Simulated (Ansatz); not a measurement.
A first try at a relaxation driven by ASE of WS2, space group P-6m2, using Ansatz 0.2.0, Python API.

Run as a notebook:

```python
import warnings

import ansatz as az
from ase import Atoms
from ase.calculators.calculator import Calculator, all_changes
from ase.optimize import FIRE
import numpy as np
```

```python
class AnsatzEngine(Calculator):
    implemented_properties = ["energy", "free_energy", "forces"]

    def calculate(self, atoms=None, properties=("energy",), system_changes=all_changes):
        super().calculate(atoms, properties, system_changes)
        bare = self.atoms.copy()
        bare.set_constraint()
        bare.set_momenta(None)
        job = (
            az.Crystal.from_ase(bare).calculation()
            .functional(az.Functional.LDA)
            .basis(450)
            .kpoints(6, 6, 1)
            .occupations(az.OccupationsMethod.COLD, width=0.1)
            .scf(max_iterations=50)
            .forces()
        )
        report = job.run(threads=1, pin="off").report
        self.results["free_energy"] = report["lagrangian_ev"]
        self.results["energy"] = report.get("lagrangian_sigma0_ev", report["lagrangian_ev"])
        self.results["forces"] = np.array(report["forces_ev_ang"])
```

```python
warnings.simplefilter("ignore")
atoms = Atoms(
    ["W", "S", "S"],
    cell=[(3.18352, 0.0, 0.0), (-1.59176, 2.75701, 0.0), (0.0, 0.0, 16.95058)],
    scaled_positions=[
        (1 / 3, 2 / 3, 0.0),
        (2 / 3, 1 / 3, 0.908),
        (0.5218, 2 / 3, 0.0),
    ],
    pbc=True,
)
atoms.rattle(0.07, seed=40)
atoms.calc = AnsatzEngine()
before = atoms.get_potential_energy(), atoms.get_volume()
optimiser = FIRE(atoms, logfile=None)
```

```python
def tell():
    fmax = np.linalg.norm(atoms.get_forces(), axis=1).max()
    print(f"step {optimiser.nsteps:2d}  E = {atoms.get_potential_energy():.5f} eV  fmax = {fmax:.4f}  V = {atoms.get_volume():.3f} A^3")
```

```python
optimiser.attach(tell)
met = optimiser.run(fmax=0.02, steps=15)
print("threshold met:", bool(met), " energy gained:", round(before[0] - atoms.get_potential_energy(), 5), "eV")
print("cell lengths and angles:", np.round(atoms.cell.cellpar(), 3))
np.round(atoms.get_scaled_positions(), 4)
```

    step  0  E = -11582.17270 eV  fmax = 1162.2822  V = 148.775 A^3
    step  1  E = -11777.86973 eV  fmax = 364.3078  V = 148.775 A^3
    step  2  E = -11835.66939 eV  fmax = 94.9648  V = 148.775 A^3
    step  3  E = -11845.51868 eV  fmax = 24.1881  V = 148.775 A^3
    step  4  E = -11847.03017 eV  fmax = 24.3487  V = 148.775 A^3
    step  5  E = -11850.45447 eV  fmax = 29.7979  V = 148.775 A^3
    step  6  E = -11857.20833 eV  fmax = 25.6228  V = 148.775 A^3
    step  7  E = -11862.67805 eV  fmax = 18.8565  V = 148.775 A^3
    step  8  E = -11866.26588 eV  fmax = 11.2257  V = 148.775 A^3
    step  9  E = -11868.50672 eV  fmax = 8.2717  V = 148.775 A^3
    step 10  E = -11869.57514 eV  fmax = 6.6133  V = 148.775 A^3
    step 11  E = -11869.95897 eV  fmax = 5.2603  V = 148.775 A^3
    step 12  E = -11869.89642 eV  fmax = 4.1005  V = 148.775 A^3
    step 13  E = -11869.92249 eV  fmax = 4.0090  V = 148.775 A^3
    step 14  E = -11869.97267 eV  fmax = 3.8255  V = 148.775 A^3
    step 15  E = -11870.04322 eV  fmax = 3.5518  V = 148.775 A^3
    threshold met: False  energy gained: 287.87052 eV
    cell lengths and angles: [  3.184   3.184  16.951  90.     90.    120.   ]
    array([[0.1917, 0.5528, 0.9612],
           [0.5444, 0.2116, 0.8734],
           [0.8244, 0.8647, 0.0716]])

The session ran to its end, but the result can't be trusted. Why?

The fault: two atoms almost overlap. The correction:

```diff
--- before
+++ after
@@
         (2 / 3, 1 / 3, 0.908),
-        (0.5218, 2 / 3, 0.0),
+        (2 / 3, 1 / 3, 0.092),
     ],
```

Run as a notebook:

(earlier cells as before)

In [3]:
```python
warnings.simplefilter("ignore")
atoms = Atoms(
    ["W", "S", "S"],
    cell=[(3.18352, 0.0, 0.0), (-1.59176, 2.75701, 0.0), (0.0, 0.0, 16.95058)],
    scaled_positions=[
        (1 / 3, 2 / 3, 0.0),
        (2 / 3, 1 / 3, 0.908),
        (2 / 3, 1 / 3, 0.092),
    ],
    pbc=True,
)
atoms.rattle(0.07, seed=40)
atoms.calc = AnsatzEngine()
before = atoms.get_potential_energy(), atoms.get_volume()
optimiser = FIRE(atoms, logfile=None)
```

In [4]:
```python
def tell():
    fmax = np.linalg.norm(atoms.get_forces(), axis=1).max()
    print(f"step {optimiser.nsteps:2d}  E = {atoms.get_potential_energy():.5f} eV  fmax = {fmax:.4f}  V = {atoms.get_volume():.3f} A^3")
```

In [5]:
```python
optimiser.attach(tell)
met = optimiser.run(fmax=0.02, steps=15)
print("threshold met:", bool(met), " energy gained:", round(before[0] - atoms.get_potential_energy(), 5), "eV")
print("cell lengths and angles:", np.round(atoms.cell.cellpar(), 3))
np.round(atoms.get_scaled_positions(), 4)
```
```text
step  0  E = -11871.10837 eV  fmax = 3.2633  V = 148.775 A^3
step  1  E = -11871.27453 eV  fmax = 2.3829  V = 148.775 A^3
step  2  E = -11871.45733 eV  fmax = 1.1525  V = 148.775 A^3
step  3  E = -11871.48869 eV  fmax = 1.3577  V = 148.775 A^3
step  4  E = -11871.49624 eV  fmax = 1.2287  V = 148.775 A^3
step  5  E = -11871.50885 eV  fmax = 0.9855  V = 148.775 A^3
step  6  E = -11871.52245 eV  fmax = 0.6596  V = 148.775 A^3
step  7  E = -11871.53296 eV  fmax = 0.4273  V = 148.775 A^3
step  8  E = -11871.53799 eV  fmax = 0.3474  V = 148.775 A^3
step  9  E = -11871.53820 eV  fmax = 0.4989  V = 148.775 A^3
step 10  E = -11871.53850 eV  fmax = 0.4847  V = 148.775 A^3
step 11  E = -11871.53906 eV  fmax = 0.4568  V = 148.775 A^3
step 12  E = -11871.53983 eV  fmax = 0.4160  V = 148.775 A^3
step 13  E = -11871.54074 eV  fmax = 0.3638  V = 148.775 A^3
step 14  E = -11871.54171 eV  fmax = 0.3019  V = 148.775 A^3
step 15  E = -11871.54267 eV  fmax = 0.2460  V = 148.775 A^3
threshold met: False  energy gained: 0.43429 eV
cell lengths and angles: [  3.184   3.184  16.951  90.     90.    120.   ]
```
Out [5]:
```text
array([[0.3455, 0.6549, 0.9992],
       [0.6738, 0.3151, 0.9085],
       [0.686 , 0.3258, 0.0905]])
```

Notes:
- Total energies depend on the potentials; only differences at equal settings carry meaning. A total without «per atom» is that of the whole cell that was run.
- The run is spin-unpolarised.
- The cell holds layers, chains or clusters in vacuum, no bulk phase.
- Spin-orbit coupling, which matters for elements this heavy, is left out.
- This cell is a computed structure, which may not be the phase found in nature.
- Finished in 58 s on 1 thread of Arm Neoverse V2, on a shared host, peak memory 0.46 GiB.
